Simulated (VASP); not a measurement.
Set up this calculation in VASP 6.6.1, as the native input.

| Item | Value |
| --- | --- |
| Task | single point |
| Functional | PBEsol |
| Dispersion | D4 |
| Potentials or basis | VASP PAW PBE potentials, release 64 (La, H) |
| Cutoff | 520 eV |
| k mesh | 9 × 9 × 9 |
| Occupations | gaussian, width 0.2 eV |
| Spin | non-collinear spin, zero start, spin-orbit coupling |
| Starting moments | [[0.0, 0.0, 0.0], [0.0, 0.0, 0.0], [0.0, 0.0, 0.0], [0.0, 0.0, 0.0]] μB |
| Dipole correction | no |
| Further INCAR settings | ALGO = Fast; EDIFF = 1e-07; NBANDS = 28 |

The structure of LaH3 lies in POSCAR:

```
LaH3
1.0
    0.0000000000      2.7864794500      2.7864794500
    2.7864794500      0.0000000000      2.7864794500
    2.7864794500      2.7864794500      0.0000000000
La H
1 3
Direct
    0.0000000000      0.0000000000      0.0000000000
    0.5000000000      0.5000000000      0.5000000000
    0.7499999991      0.7499999991      0.7499999991
    0.2499999991      0.2499999991      0.2499999991
```

The cell comes from a database or a generator and needn't be the stable form of this composition.

The input as run:

INCAR

```
PREC = Accurate
ENCUT = 520
EDIFF = 1E-7
ISMEAR = 0
SIGMA = 0.2
LREAL = False
LASPH = True
NELM = 150
ALGO = Fast
ISIF = 2
LWAVE = False
LCHARG = False
MAGMOM = 0 0 0 0 0 0 0 0 0 0 0 0
LORBIT = 11
LSORBIT = True
GGA_COMPAT = False
LORBMOM = True
LMAXMIX = 6
GGA = PS
IVDW = 13
NBANDS = 28
```

KPOINTS

```
regular mesh
0
Gamma
  9 9 9
```

Potentials or basis: VASP PAW PBE potentials, release 64 (La, H).

Command:

```sh
$ cat potpaw_PBE.64/La/POTCAR potpaw_PBE.64/H/POTCAR > POTCAR
$ mpirun -np 1 vasp_ncl > vasp.out
```

Results of the run:

```json
{
  "Pressure": "-5.4 GPa",
  "Net moment": "0.00 μB per cell",
  "Valence electrons inside the program's atomic spheres": "La 8.49; H 0.47, 0.54",
  "Dispersion energy per atom": "-0.131 eV"
}
```

Caveat: the PAW data sets were made with another functional, which shifts forces and pressure a little.

It took 5.1 min on 1 thread of Intel(R) Xeon(R) 6975P-C (Granite Rapids) (shared host), peak memory 0.36 GiB.
